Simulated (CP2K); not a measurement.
# TePb (Fm-3m) in CP2K: a series of runs, part 2 of 2

CP2K 2026.2.

**3. Single point, r2SCANh+D4**

File tepb_scf.inp:

```
&GLOBAL
  PROJECT tepb_scf
  RUN_TYPE ENERGY_FORCE
  PRINT_LEVEL LOW
&END GLOBAL
&FORCE_EVAL
  METHOD QS
  &DFT
    BASIS_SET_FILE_NAME BASIS_MOLOPT_UZH
    BASIS_SET_FILE_NAME BASIS_ADMM_UZH
    POTENTIAL_FILE_NAME POTENTIAL_UZH
    WFN_RESTART_FILE_NAME previous-RESTART.wfn
    &AUXILIARY_DENSITY_MATRIX_METHOD
      ADMM_TYPE ADMM2
      EXCH_CORRECTION_FUNC PBEX
    &END AUXILIARY_DENSITY_MATRIX_METHOD
    &MGRID
      CUTOFF 675
      REL_CUTOFF 60
      NGRIDS 5
    &END MGRID
    &QS
      METHOD GPW
      EPS_DEFAULT 1.0E-9
    &END QS
    &SCF
      SCF_GUESS RESTART
      EPS_SCF 1.0E-6
      MAX_SCF 40
      &OT ON
        MINIMIZER DIIS
        PRECONDITIONER FULL_ALL
        ENERGY_GAP 0.01
      &END OT
      &OUTER_SCF ON
        EPS_SCF 1.0E-6
        MAX_SCF 6
      &END OUTER_SCF
    &END SCF
    &XC
      &XC_FUNCTIONAL
        &HYB_MGGA_XC_R2SCANH
        &END HYB_MGGA_XC_R2SCANH
      &END XC_FUNCTIONAL
      &VDW_POTENTIAL
        POTENTIAL_TYPE PAIR_POTENTIAL
        &PAIR_POTENTIAL
          TYPE DFTD4
          REFERENCE_FUNCTIONAL r2SCANh
          D4_CUTOFF 20
        &END PAIR_POTENTIAL
      &END VDW_POTENTIAL
      &HF
        FRACTION 0.1
        &SCREENING
          EPS_SCHWARZ 1.0E-6
          SCREEN_ON_INITIAL_P T
        &END SCREENING
        &MEMORY
          MAX_MEMORY 3000
        &END MEMORY
        &INTERACTION_POTENTIAL
          POTENTIAL_TYPE TRUNCATED
          CUTOFF_RADIUS 1.77
          T_C_G_DATA t_c_g.dat
        &END INTERACTION_POTENTIAL
      &END HF
    &END XC
    &PRINT
      &MULLIKEN ON
      &END MULLIKEN
      &MO_CUBES ON
        NHOMO 1
        NLUMO 4
        WRITE_CUBE F
      &END MO_CUBES
      &E_DENSITY_CUBE ON
        STRIDE 2
      &END E_DENSITY_CUBE
      &V_HARTREE_CUBE ON
        STRIDE 2
      &END V_HARTREE_CUBE
      &ELF_CUBE ON
        STRIDE 2
      &END ELF_CUBE
    &END PRINT
  &END DFT
  &SUBSYS
    &CELL
      A 4.5693240200 0.0000000000 0.0000000000
      B 2.2846620100 3.9571506795 0.0000000000
      C 2.2846620100 1.3190502265 3.7308374395
      PERIODIC XYZ
      MULTIPLE_UNIT_CELL 1 1 1
    &END CELL
    &COORD
      SCALED
      Pb  0.0000000000 0.0000000000 0.0000000000
      Te  0.5000000000 0.5000000000 0.5000000000
    &END COORD
    &TOPOLOGY
      MULTIPLE_UNIT_CELL 1 1 1
    &END TOPOLOGY
    &KIND Pb
      BASIS_SET DZVP-MOLOPT-PBE0-GTH-q4
      POTENTIAL GTH-PBE0-q4
      BASIS_SET AUX_FIT admm-dzp-q4
    &END KIND
    &KIND Te
      BASIS_SET DZVP-MOLOPT-PBE0-GTH-q6
      POTENTIAL GTH-PBE0-q6
      BASIS_SET AUX_FIT admm-dzp-q6
    &END KIND
    &PRINT
      &ATOMIC_COORDINATES ON
      &END ATOMIC_COORDINATES
      &CELL ON
      &END CELL
    &END PRINT
  &END SUBSYS
  &PRINT
    &FORCES ON
    &END FORCES
  &END PRINT
&END FORCE_EVAL
```

Potentials or basis: POTENTIAL_UZH Pb GTH-PBE0-q4, Te GTH-PBE0-q6; DZVP-MOLOPT-PBE0-GTH basis.

Run with:

```sh
$ OMP_NUM_THREADS=4 cp2k.psmp -i tepb_scf.inp -o tepb_scf.out
```

tepb_scf.out:

```text

 CP2K| version string:                                       CP2K version 2026.2
 CP2K| Input file name                                              tepb_scf.inp

 GLOBAL| Force Environment number                                              1
 GLOBAL| Basis set file name                                    BASIS_MOLOPT_UZH
 GLOBAL| Potential file name                                       POTENTIAL_UZH
 GLOBAL| MM Potential file name                                     MM_POTENTIAL
 GLOBAL| Coordinate file name                                      __STD_INPUT__
 GLOBAL| Method name                                                        CP2K
 GLOBAL| Project name                                                   tepb_scf
 GLOBAL| Run type                                                   ENERGY_FORCE
 GLOBAL| FFT library                                                       FFTW3
 GLOBAL| Diagonalization library                                       ScaLAPACK
 GLOBAL| Cholesky decomposition library                                ScaLAPACK
 GLOBAL| DGEMM library                                                      BLAS
 GLOBAL| Direct generalized diagonalization requested                          F
 GLOBAL| Matrix multiplication library                                 ScaLAPACK
 GLOBAL| Global print level                                                  LOW
 GLOBAL| Total number of message passing processes                             1
 GLOBAL| Number of threads for this process                                    4
 GLOBAL| CPU model name                                                  UNKNOWN

 CELL| Volume [angstrom^3]:                                            67.459151
 CELL| Vector a [angstrom]:       4.569     0.000     0.000   |a| =     4.569324
 CELL| Vector b [angstrom]:       2.285     3.957     0.000   |b| =     4.569324
 CELL| Vector c [angstrom]:       2.285     1.319     3.731   |c| =     4.569324
 CELL| Angle (b,c), alpha [degree]:                                    60.000000
 CELL| Angle (a,c), beta  [degree]:                                    60.000000
 CELL| Angle (a,b), gamma [degree]:                                    60.000000
 CELL| Numerically orthorhombic:                                              NO
 CELL| Periodicity                                                           XYZ

 CELL_REF| Volume [angstrom^3]:                                        67.459151
 CELL_REF| Vector a [angstrom     4.569     0.000     0.000   |a| =     4.569324
 CELL_REF| Vector b [angstrom     2.285     3.957     0.000   |b| =     4.569324
 CELL_REF| Vector c [angstrom     2.285     1.319     3.731   |c| =     4.569324
 CELL_REF| Angle (b,c), alpha [degree]:                                60.000000
 CELL_REF| Angle (a,c), beta  [degree]:                                60.000000
 CELL_REF| Angle (a,b), gamma [degree]:                                60.000000
 CELL_REF| Numerically orthorhombic:                                          NO
[... 86 lines left out ...]
     1 OT DIIS     0.15E+00   13.1     0.00237469       -11.5171759616 -1.15E+01
     2 OT DIIS     0.15E+00    1.0     0.00106543       -11.5172160345 -4.01E-05
     3 OT DIIS     0.15E+00    1.0     0.00026439       -11.5172245290 -8.49E-06
     4 OT DIIS     0.15E+00    1.0     0.00000746       -11.5172256482 -1.12E-06
     5 OT DIIS     0.15E+00    1.0     0.00000137       -11.5172256492 -9.49E-10
     6 OT DIIS     0.15E+00    1.0     0.00000064       -11.5172256492 -1.13E-11

  *** SCF run converged in     6 steps ***

  Electronic density on regular grids:         -9.9999999987        0.0000000013
  Core density on regular grids:                9.9999999649       -0.0000000351
  Total charge density on r-space grids:       -0.0000000337
  Total charge density g-space grids:          -0.0000000337

  Overlap energy of the core charge distribution:               0.00000000001350
  Self energy of the core charge distribution:                -24.94731103223133
  Core Hamiltonian energy:                                      5.93871979613557
  Hartree energy:                                              10.42113073065251
  Exchange-correlation energy:                                 -2.68745926288745
  Hartree-Fock Exchange energy:                                -0.22992322207793
  Dispersion energy:                                           -0.01238265878264

  Total energy:                                               -11.51722564917778

  outer SCF iter =    1 RMS gradient =   0.64E-06 energy =        -11.5172256492
  outer SCF loop converged in   1 iterations or    6 steps

 The electron density is written in Cube    file format to the file:

 tepb_scf-ELECTRON_DENSITY-1_0.cube

 !-----------------------------------------------------------------------------!
                     Mulliken Population Analysis

 #  Atom  Element  Kind  Atomic population                           Net charge
       1     Pb       1          3.924030                              0.075970
       2     Te       2          6.075970                             -0.075970
 # Total charge                             10.000000                  0.000000

 !-----------------------------------------------------------------------------!

  Eigenvalues of the occupied subspace spin            1
 ---------------------------------------------
      -0.32012584     -0.05622016      0.10472943      0.10472966
       0.10472970
 Fermi Energy [eV] :    2.849840

  Using OT eigensolver for additional unoccupied orbitals spin            1
  Lowest Eigenvalues of the unoccupied subspace spin            1
 -----------------------------------------------------
 OT| Eigensolver reached convergence in 161 iterations
       0.33031519      0.33031528      0.33031534      0.40381312

 HOMO - LUMO gap [eV] :    6.138494

               ----- ELF is computed on the real space grid -----

 ELF is written in Cube    file format to the file:

 tepb_scf-ELF_S1-1_0.cube

 ENERGY| Total FORCE_EVAL ( QS ) energy [hartree]            -11.517225649180688

 FORCES| Atomic forces [hartree/bohr]
 FORCES|   Atom     x               y               z               |f|
 FORCES|      1  6.63679862E-15  1.85103504E-14  1.56650482E-14   2.51410800E-14
 FORCES|      2 -1.25858951E-13 -1.81104560E-14 -4.07141456E-14   1.33514440E-13
 FORCES| Sum    -1.19222152E-13  3.99894475E-16 -2.50490973E-14
 FORCES| Total atomic force                                       1.21825854E-13
```

Wall time 25 s (4 threads of Arm Neoverse V2, shared host); peak memory 1.4 GiB.

Results:

| Property | Result |
| --- | --- |
| Free energy | -313.3996 eV |
| Mulliken charges | Pb +0.08; Te -0.08 e |

Caveat: a small supercell at the Gamma point samples the zone coarsely, so gaps, energies and pressures aren't converged; Mulliken charges move with the basis; exact exchange is cut off at a short radius in a small supercell, so this isn't the converged functional; the basis of atomic orbitals isn't converged, which shifts pressures, moduli and gaps. Spin-orbit coupling is left out, which matters for the levels of Pb, Te.

**4. Single point, HSE03**

Edit tepb_scf.inp of step 3 so:

```diff
@@ -17,3 +17,3 @@
     &MGRID
-      CUTOFF 675
+      CUTOFF 450
       REL_CUTOFF 60
@@ -31,3 +31,3 @@
         MINIMIZER DIIS
-        PRECONDITIONER FULL_ALL
+        PRECONDITIONER FULL_SINGLE_INVERSE
         ENERGY_GAP 0.01
@@ -41,15 +41,7 @@
       &XC_FUNCTIONAL
-        &HYB_MGGA_XC_R2SCANH
-        &END HYB_MGGA_XC_R2SCANH
+        &HYB_GGA_XC_HSE03
+        &END HYB_GGA_XC_HSE03
       &END XC_FUNCTIONAL
-      &VDW_POTENTIAL
-        POTENTIAL_TYPE PAIR_POTENTIAL
-        &PAIR_POTENTIAL
-          TYPE DFTD4
-          REFERENCE_FUNCTIONAL r2SCANh
-          D4_CUTOFF 20
-        &END PAIR_POTENTIAL
-      &END VDW_POTENTIAL
       &HF
-        FRACTION 0.1
+        FRACTION 0.25
         &SCREENING
@@ -62,5 +54,4 @@
         &INTERACTION_POTENTIAL
-          POTENTIAL_TYPE TRUNCATED
-          CUTOFF_RADIUS 1.77
-          T_C_G_DATA t_c_g.dat
+          POTENTIAL_TYPE SHORTRANGE
+          OMEGA 0.106066
         &END INTERACTION_POTENTIAL
@@ -76,11 +67,2 @@
       &END MO_CUBES
-      &E_DENSITY_CUBE ON
-        STRIDE 2
-      &END E_DENSITY_CUBE
-      &V_HARTREE_CUBE ON
-        STRIDE 2
-      &END V_HARTREE_CUBE
-      &ELF_CUBE ON
-        STRIDE 2
-      &END ELF_CUBE
     &END PRINT
@@ -89,5 +71,4 @@
     &CELL
-      A 4.5693240200 0.0000000000 0.0000000000
-      B 2.2846620100 3.9571506795 0.0000000000
-      C 2.2846620100 1.3190502265 3.7308374395
+      ABC 4.5693240200 4.5693240200 4.5693240200
+      ALPHA_BETA_GAMMA 60.0000000000 60.0000000002 60.0000000004
       PERIODIC XYZ
@@ -106,3 +87,3 @@
       POTENTIAL GTH-PBE0-q4
-      BASIS_SET AUX_FIT admm-dzp-q4
+      BASIS_SET AUX_FIT admm-dz-q4
     &END KIND
@@ -111,3 +92,3 @@
       POTENTIAL GTH-PBE0-q6
-      BASIS_SET AUX_FIT admm-dzp-q6
+      BASIS_SET AUX_FIT admm-dz-q6
     &END KIND
```

Run with:

```sh
$ OMP_NUM_THREADS=4 cp2k.psmp -i tepb_scf.inp -o tepb_scf.out
```

Wall time 32 s (4 threads of Arm Neoverse V2, shared host); peak memory 3 GiB.

The run converged. Its results:

- Free energy: -328.5006 eV
- Mulliken charges: Pb +0.04; Te -0.04 e

Caveat: a small supercell at the Gamma point samples the zone coarsely, so gaps, energies and pressures aren't converged; the screened exchange reaches beyond half of the small supercell, so this isn't the converged functional; this form of the screened exchange differs from that of the common plane-wave programs; Mulliken charges move with the basis; the basis of atomic orbitals isn't converged, which shifts pressures, moduli and gaps. The run has no spin-orbit coupling, so splittings on Pb, Te are missing.

**5. Against experiment**

Step 2. Against the measured gap of TePb, 0.19 eV (direct; 4.2 K; a printed reference work, monograph), the calculated 0.63 eV is off by +0.44 eV. Spin-orbit coupling on Pb, Te is left out. The value is that of PBEsol in an atomic basis (GTH_POTENTIALS Pb GTH-PBE-q4, Te GTH-PBE-q6; DZVP-MOLOPT-SR-GTH basis), whose error adds to the functional's, on a finite k mesh, which can miss the band edges, without temperature or zero-point motion.
